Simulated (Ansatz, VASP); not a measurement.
# Zn36HNO35 (N-H pair in ZnO) in two plane-wave programs

Wanted: the spread between two codes on one cell, functional and k mesh. Of the first pair: The structure shown is the start of the Ansatz relaxation below; VASP solves that cell, so the two are compared at the walk's first step.

Main program and level: Ansatz 0.2.0; plane waves, with VASP 6.6.1 beside it; single point at r2SCAN.

## (1) Starting point

The cell holds 73 atoms: 36 Zn, 35 O, 1 N and 1 H. Cell: a = 9.706 Å, b = 9.706 Å, c = 10.422 Å, α = 90.0°, β = 90.0°, γ = 120.0°. It derives from ZnO (ZnO (P6_3mc)). Nearest the centre at fractional (0.502, 0.584, 0.424): N72 at 0.52 Å, H73 at 0.52 Å, Zn24 at 1.86 Å, Zn20 at 1.87 Å, Zn17 at 1.89 Å, Zn8 at 2.50 Å, O65 at 2.81 Å, O69 at 2.83 Å.

## (2) Ansatz: relaxation, r2SCAN

Ansatz runs on its default PAW (the set named soft_2) files.

The two programs are compared at the cell with which this relaxation starts, whose forces are those of its first step.

The input, input.yaml:

```yaml
relax:
  f_tol: 0.01
  max_steps: 80
  random_displacement: { amplitude: 0.02, seed: 104 }
crystal:
  lattice:
    - [9.70585879, 0.0, 0.0]
    - [-4.8529294, 8.40552028, 0.0]
    - [0.0, 0.0, 10.42205777]
  atoms:
    - { symbol: Zn, position: [0.111111111, 0.222222222, 0.249833671] }
    - { symbol: Zn, position: [0.222222222, 0.111111111, -0.000166329] }
    - { symbol: O, position: [0.222222222, 0.111111111, 0.189671329] }
    - { symbol: O, position: [0.111111111, 0.222222222, 0.439671329] }
    - { symbol: Zn, position: [0.111111111, 0.222222222, 0.749833671] }
    - { symbol: Zn, position: [0.222222222, 0.111111111, 0.499833671] }
    - { symbol: O, position: [0.222222222, 0.111111111, 0.689671329] }
    - { symbol: O, position: [0.111111111, 0.222222222, 0.939671329] }
    - { symbol: Zn, position: [0.111111111, 0.555555556, 0.249833671] }
    - { symbol: Zn, position: [0.222222222, 0.444444444, -0.000166329] }
    - { symbol: O, position: [0.222222222, 0.444444444, 0.189671329] }
    - { symbol: O, position: [0.111111111, 0.555555556, 0.439671329] }
    - { symbol: Zn, position: [0.111111111, 0.555555556, 0.749833671] }
    - { symbol: Zn, position: [0.222222222, 0.444444444, 0.499833671] }
    - { symbol: O, position: [0.222222222, 0.444444444, 0.689671329] }
    - { symbol: O, position: [0.111111111, 0.555555556, 0.939671329] }
    - { symbol: Zn, position: [0.111111111, 0.888888889, 0.249833671] }
    - { symbol: Zn, position: [0.222222222, 0.777777778, -0.000166329] }
    - { symbol: O, position: [0.222222222, 0.777777778, 0.189671329] }
    - { symbol: O, position: [0.111111111, 0.888888889, 0.439671329] }
    - { symbol: Zn, position: [0.111111111, 0.888888889, 0.749833671] }
    - { symbol: Zn, position: [0.222222222, 0.777777778, 0.499833671] }
    - { symbol: O, position: [0.222222222, 0.777777778, 0.689671329] }
    - { symbol: O, position: [0.111111111, 0.888888889, 0.939671329] }
    - { symbol: Zn, position: [0.444444444, 0.222222222, 0.249833671] }
    - { symbol: Zn, position: [0.555555556, 0.111111111, -0.000166329] }
    - { symbol: O, position: [0.555555556, 0.111111111, 0.189671329] }
    - { symbol: O, position: [0.444444444, 0.222222222, 0.439671329] }
    - { symbol: Zn, position: [0.444444444, 0.222222222, 0.749833671] }
    - { symbol: Zn, position: [0.555555556, 0.111111111, 0.499833671] }
    - { symbol: O, position: [0.555555556, 0.111111111, 0.689671329] }
    - { symbol: O, position: [0.444444444, 0.222222222, 0.939671329] }
    - { symbol: Zn, position: [0.444444444, 0.555555556, 0.249833671] }
    - { symbol: Zn, position: [0.555555556, 0.444444444, -0.000166329] }
    - { symbol: O, position: [0.555555556, 0.444444444, 0.189671329] }
    - { symbol: "N", position: [0.444444444, 0.555555556, 0.439671329] }
    - { symbol: Zn, position: [0.444444444, 0.555555556, 0.749833671] }
    - { symbol: Zn, position: [0.555555556, 0.444444444, 0.499833671] }
    - { symbol: O, position: [0.555555556, 0.444444444, 0.689671329] }
    - { symbol: O, position: [0.444444444, 0.555555556, 0.939671329] }
    - { symbol: Zn, position: [0.444444444, 0.888888889, 0.249833671] }
    - { symbol: Zn, position: [0.555555556, 0.777777778, -0.000166329] }
    - { symbol: O, position: [0.555555556, 0.777777778, 0.189671329] }
    - { symbol: O, position: [0.444444444, 0.888888889, 0.439671329] }
    - { symbol: Zn, position: [0.444444444, 0.888888889, 0.749833671] }
    - { symbol: Zn, position: [0.555555556, 0.777777778, 0.499833671] }
    - { symbol: O, position: [0.555555556, 0.777777778, 0.689671329] }
    - { symbol: O, position: [0.444444444, 0.888888889, 0.939671329] }
    - { symbol: Zn, position: [0.777777778, 0.222222222, 0.249833671] }
    - { symbol: Zn, position: [0.888888889, 0.111111111, -0.000166329] }
    - { symbol: O, position: [0.888888889, 0.111111111, 0.189671329] }
    - { symbol: O, position: [0.777777778, 0.222222222, 0.439671329] }
    - { symbol: Zn, position: [0.777777778, 0.222222222, 0.749833671] }
    - { symbol: Zn, position: [0.888888889, 0.111111111, 0.499833671] }
    - { symbol: O, position: [0.888888889, 0.111111111, 0.689671329] }
    - { symbol: O, position: [0.777777778, 0.222222222, 0.939671329] }
    - { symbol: Zn, position: [0.777777778, 0.555555556, 0.249833671] }
    - { symbol: Zn, position: [0.888888889, 0.444444444, -0.000166329] }
    - { symbol: O, position: [0.888888889, 0.444444444, 0.189671329] }
    - { symbol: O, position: [0.777777778, 0.555555556, 0.439671329] }
    - { symbol: Zn, position: [0.777777778, 0.555555556, 0.749833671] }
    - { symbol: Zn, position: [0.888888889, 0.444444444, 0.499833671] }
    - { symbol: O, position: [0.888888889, 0.444444444, 0.689671329] }
    - { symbol: O, position: [0.777777778, 0.555555556, 0.939671329] }
    - { symbol: Zn, position: [0.777777778, 0.888888889, 0.249833671] }
    - { symbol: Zn, position: [0.888888889, 0.777777778, -0.000166329] }
    - { symbol: O, position: [0.888888889, 0.777777778, 0.189671329] }
    - { symbol: O, position: [0.777777778, 0.888888889, 0.439671329] }
    - { symbol: Zn, position: [0.777777778, 0.888888889, 0.749833671] }
    - { symbol: Zn, position: [0.888888889, 0.777777778, 0.499833671] }
    - { symbol: O, position: [0.888888889, 0.777777778, 0.689671329] }
    - { symbol: O, position: [0.777777778, 0.888888889, 0.939671329] }
    - { symbol: H, position: [0.560109001, 0.613387999, 0.408184329] }
basis:
  ecutwfc: 500
  xc_grid: 2
hamiltonian:
  xc: r2scan
kpoints:
  mp_grid: { grid: [1, 1, 1], shift: [0.25, 0.25, 0.25] }
scf:
  occupations: { method: fermi_dirac, width: 0.01 }
  max_iter: 120
output:
  forces: true
checkpoint:
  write: "../relax.run"
  compress: false
  write_wavefunctions: true
  write_every: 100000
```

On the command line:

```console
$ ansatz run input.yaml --threads 2 --pin off --max-ram 4710MiB --backend cpu --events-out ev --progress --plain --runs-dir out
```

Numbers of over 12 decimals in the logs are rounded to 6 here.

What it wrote:

```text
Engine: ansatz 0.2.0, aarch64-unknown-linux-gnu
Pseudopotentials: kind: paw
Pseudopotential: Zn, paw, valence charge 12, recommended cutoff 500 eV (meta_gga), Zn.paw.azcp
Pseudopotential: O, paw, valence charge 6, recommended cutoff 500 eV (meta_gga), O.paw.azcp
Pseudopotential: N, paw, valence charge 5, recommended cutoff 500 eV (meta_gga), N.paw.azcp
Pseudopotential: H, paw, valence charge 1, recommended cutoff 500 eV (meta_gga), H.paw.azcp
Functional definition: r2SCAN
  parameter k0 = 0.174
  parameter k1 = 0.065
  parameter a1 = 4.9479
  exchange = r2scan_x(k0 = k0, k1 = k1, a1 = a1)
  correlation = r2scan_c
Crystal: 73 atoms, lattice volume = 850.261 Å³
Basis set: ecut = 500 eV, 21585 PW (Γ), exchange–correlation on 144×144×160 points (8 copies of the dense FFT grid, shifted against one another)
Bands: 397, of which v1, the nominal top of the filled ones, is band 324 counted from 1 (323 counted from 0)
Symmetry: 1 space group operations
k-points: 1
Non-local potential: Zn, projectors of the file, l = 0: 2, l = 1: 2, l = 2: 3, l = 3: 1
Non-local potential: O, projectors of the file, l = 0: 2, l = 1: 2, l = 2: 1
Non-local potential: N, projectors of the file, l = 0: 2, l = 1: 2, l = 2: 1
Non-local potential: H, projectors of the file, l = 0: 2, l = 1: 1
PAW form: soft (Blöchl's): semilocal exchange-correlation on the pseudo side does not see the compensation charge
PAW frozen core: Zn, regenerated for the run's functional (the file was generated under x = pbe(κ = 0.804, μ = 0.219515), c = pbe(β = 0.066725))
PAW frozen core: O, regenerated for the run's functional (the file was generated under x = pbe(κ = 0.804, μ = 0.219515), c = pbe(β = 0.066725))
PAW frozen core: N, regenerated for the run's functional (the file was generated under x = pbe(κ = 0.804, μ = 0.219515), c = pbe(β = 0.066725))
PAW one-centre angular grid: Zn, 590 points (default); XC on 261 of its mesh's 2673 points in the sphere
PAW one-centre angular grid: O, 302 points (default); XC on 160 Gauss nodes
PAW one-centre angular grid: N, 302 points (default); XC on 160 Gauss nodes
PAW one-centre angular grid: H, 302 points (default); XC on 160 Gauss nodes
Initial density: superposition of atomic densities (neutral atoms: chi_scale 0, normalization atom), corrected by the library's trained network
Initial wavefunctions: pseudopotential atomic-orbital guess
Functional: x = r2scan, c = r2scan; τ floored in thin density (d = 2e-4 eV/Å³)
SCF iter   1: F=—  HF=-140048.455807 eV  |F-HF|=—  |Δ(HF+E_count)|=         —  Δρ=2.01e-2  dr2=1.66e0  dr2_τ=1.85e0  ethr=1.77e-3  ⟨swp⟩=6.0  Hψ=1657  notcnv=0  defer=6
preconditioner: auto → Resta (q_TF=auto, 2.608 Å⁻¹)  ε∞=6.6  [insulator: Δε(μ)=2.859 eV  Ē_g=13.728 eV  σ=0.010 eV  W_gap=1.00  n_scr=242 (ndim 8)  ℏωp=32.4 eV  f_vac=0.033  D(μ)=0.00/eV (n_scr^D=0)  ε∞_Penn≈6.6]
SCF iter   2: F=—  HF=-140048.870831 eV  |F-HF|=—  |Δ(HF+E_count)|=   4.15e-1  Δρ=4.93e-3  dr2=1.67e-1  dr2_τ=1.21e-2  ethr=2.55e-4  ⟨swp⟩=2.0  Hψ=752  notcnv=0  defer=67
SCF iter   3: F=—  HF=-140048.824191 eV  |F-HF|=—  |Δ(HF+E_count)|=   4.66e-2  Δρ=4.74e-3  dr2=9.54e-2  dr2_τ=3.60e-3  ethr=2.58e-5  ⟨swp⟩=2.0  Hψ=624  notcnv=0  defer=67
SCF iter   4: F=—  HF=-140048.803387 eV  |F-HF|=—  |Δ(HF+E_count)|=   2.08e-2  Δρ=5.46e-4  dr2=1.78e-3  dr2_τ=4.19e-4  ethr=1.47e-5  ⟨swp⟩=2.0  Hψ=624  notcnv=0  defer=67
SCF iter   5: F=—  HF=-140048.805516 eV  |F-HF|=—  |Δ(HF+E_count)|=   2.13e-3  Δρ=2.74e-4  dr2=4.41e-4  dr2_τ=4.12e-5  ethr=2.75e-7  ⟨swp⟩=3.0  Hψ=620  notcnv=0  defer=67
SCF iter   6: F=—  HF=-140048.805888 eV  |F-HF|=—  |Δ(HF+E_count)|=   3.73e-4  Δρ=1.46e-4  dr2=1.30e-4  dr2_τ=2.40e-5  ethr=6.81e-8  ⟨swp⟩=3.0  Hψ=648  notcnv=0  defer=67
SCF iter   7: F=—  HF=-140048.805852 eV  |F-HF|=—  |Δ(HF+E_count)|=   3.62e-5  Δρ=4.20e-5  dr2=1.04e-5  dr2_τ=5.02e-7  ethr=2.00e-8  ⟨swp⟩=3.0  Hψ=620  notcnv=0  defer=67
SCF iter   8: F=-140048.805855 eV  HF=-140048.805855 eV  |F-HF|=6.45e-7  |Δ(HF+E_count)|=   3.13e-6  Δρ=1.91e-5  dr2=2.46e-6  dr2_τ=2.02e-7  ethr=3.86e-10  ⟨swp⟩=5.0  Hψ=1559  notcnv=0
SCF 1 converged in 8 iterations: F = -140048.805855 eV  dr2 = 2.46e-6
  greatest PAW one-centre occupation: 0.987 electrons in one spin orbital (limit 2), on the Zn atom at site 21 (counted from 0), in its partial waves of l = 2
relax step   1: F+E_penalty+E_count = -140048.80585467 eV  Δ(F+E_penalty+E_count) = +0.000e0 eV  max|allowed force component| = 9.774e-1 eV/Å  Δτ_max = 0.0000 Å  (8 SCF iters, dr2 threshold 2.50e-6 eV, accepted)
Initial density: handed on by an earlier stage of this run
Initial wavefunctions: those handed on with the density
iter 1 solved again at ethr=2.01e-5 eV; its pass at ethr=3.10e-3 eV (dr2=1.30e-1 eV) is discarded
[...]
--- Relaxed structure (8 steps of the walk, 8 accepted, 0 SCFs on fresh bases) ---
  F+E_penalty+E_count = -140049.34739738 eV   max|allowed force component| = 3.903e-3 eV/Å
  atoms:
    - { symbol: Zn, position: [0.107670, 0.219680, 0.249531] }
    - { symbol: Zn, position: [0.220576, 0.109964, 0.000287175] }
    - { symbol: O, position: [0.219905, 0.109873, 0.190086] }
    - { symbol: O, position: [0.115943, 0.225918, 0.439239] }
    - { symbol: Zn, position: [0.113966, 0.225365, 0.747273] }
    - { symbol: Zn, position: [0.220929, 0.108416, 0.499571] }
    - { symbol: O, position: [0.222473, 0.110644, 0.689527] }
    - { symbol: O, position: [0.110470, 0.221098, 0.937326] }
    - { symbol: Zn, position: [0.107655, 0.555615, 0.249695] }
    - { symbol: Zn, position: [0.220048, 0.443191, -0.00435666] }
    - { symbol: O, position: [0.211828, 0.439645, 0.184875] }
    - { symbol: O, position: [0.116218, 0.555882, 0.439412] }
    - { symbol: Zn, position: [0.113987, 0.556139, 0.747238] }
    - { symbol: Zn, position: [0.236437, 0.450690, 0.494301] }
    - { symbol: O, position: [0.227434, 0.447374, 0.685277] }
    - { symbol: O, position: [0.110430, 0.555852, 0.937318] }
    - { symbol: Zn, position: [0.107767, 0.887663, 0.250050] }
    - { symbol: Zn, position: [0.220685, 0.776927, 0.000225692] }
    - { symbol: O, position: [0.219952, 0.777435, 0.190059] }
    - { symbol: O, position: [0.107475, 0.886628, 0.439891] }
    - { symbol: Zn, position: [0.109871, 0.888644, 0.750371] }
    - { symbol: Zn, position: [0.221221, 0.778333, 0.499510] }
    - { symbol: O, position: [0.222524, 0.779150, 0.689459] }
    - { symbol: O, position: [0.109322, 0.887877, 0.940255] }
    - { symbol: Zn, position: [0.442672, 0.222663, 0.249994] }
    - { symbol: Zn, position: [0.556306, 0.111367, 0.00194422] }
    - { symbol: O, position: [0.554335, 0.111216, 0.191209] }
    - { symbol: O, position: [0.442690, 0.216741, 0.439810] }
    - { symbol: Zn, position: [0.442795, 0.218981, 0.753286] }
    - { symbol: Zn, position: [0.559131, 0.112857, 0.500736] }
    - { symbol: O, position: [0.557144, 0.112494, 0.690570] }
    - { symbol: O, position: [0.443039, 0.220261, 0.942066] }
    - { symbol: Zn, position: [0.431190, 0.550235, 0.241501] }
    - { symbol: Zn, position: [0.555374, 0.443747, -0.00142914] }
    - { symbol: O, position: [0.551832, 0.443528, 0.187823] }
    - { symbol: N, position: [0.465494, 0.566615, 0.435927] }
    - { symbol: Zn, position: [0.447728, 0.557965, 0.750179] }
    - { symbol: Zn, position: [0.551286, 0.431689, 0.509590] }
    - { symbol: O, position: [0.556890, 0.442225, 0.697103] }
    - { symbol: O, position: [0.443590, 0.555210, 0.940014] }
    - { symbol: Zn, position: [0.442724, 0.888320, 0.249946] }
    - { symbol: Zn, position: [0.555507, 0.778380, -0.0017636] }
    - { symbol: O, position: [0.552100, 0.776788, 0.187399] }
    - { symbol: O, position: [0.442941, 0.892852, 0.439751] }
    - { symbol: Zn, position: [0.443003, 0.891633, 0.752864] }
    - { symbol: Zn, position: [0.552017, 0.786145, 0.508582] }
    - { symbol: O, position: [0.557105, 0.782461, 0.696538] }
    - { symbol: O, position: [0.443044, 0.889542, 0.941726] }
[...]
- { symbol: O, position: [0.886018, 0.109434, 0.189713] }
[...]
- { symbol: Zn, position: [0.772724, 0.552630, 0.250920] }
    - { symbol: Zn, position: [0.889268, 0.444356, -3.6443265179721724e-5] }
    - { symbol: O, position: [0.885993, 0.444108, 0.189895] }
    - { symbol: O, position: [0.775973, 0.551934, 0.441588] }
    - { symbol: Zn, position: [0.780998, 0.556437, 0.751353] }
    - { symbol: Zn, position: [0.893279, 0.445844, 0.499260] }
    - { symbol: O, position: [0.891208, 0.445399, 0.689237] }
    - { symbol: O, position: [0.778220, 0.555625, 0.940853] }
    - { symbol: Zn, position: [0.772867, 0.887753, 0.250713] }
    - { symbol: Zn, position: [0.887681, 0.776979, 0.00210749] }
    - { symbol: O, position: [0.884793, 0.776022, 0.191976] }
    - { symbol: O, position: [0.776741, 0.890475, 0.441224] }
    - { symbol: Zn, position: [0.781027, 0.892178, 0.751110] }
    - { symbol: Zn, position: [0.885347, 0.775570, 0.500153] }
    - { symbol: O, position: [0.888154, 0.777716, 0.690034] }
    - { symbol: O, position: [0.778354, 0.889116, 0.940635] }
    - { symbol: H, position: [0.578654, 0.620050, 0.398525] }
```

The column dr2 measures how far the density is from self-consistency, as an energy; F and HF (Harris–Foulkes) agree once it is small.

[end of part 1 of 2]

[Lines on the potential files, build, host, timing and source positions are cut from VASP's logs without a mark.]

[Logs are printed without paths, hosts, clocks, repeated set-up lines and the standing remarks that a program may print on its own settings, such as how far it seeks lower states.]

[Hosts, paths, dates, database ids (printed as entryN), source tags and the programs' standing remarks are cut or masked in the printed files.]
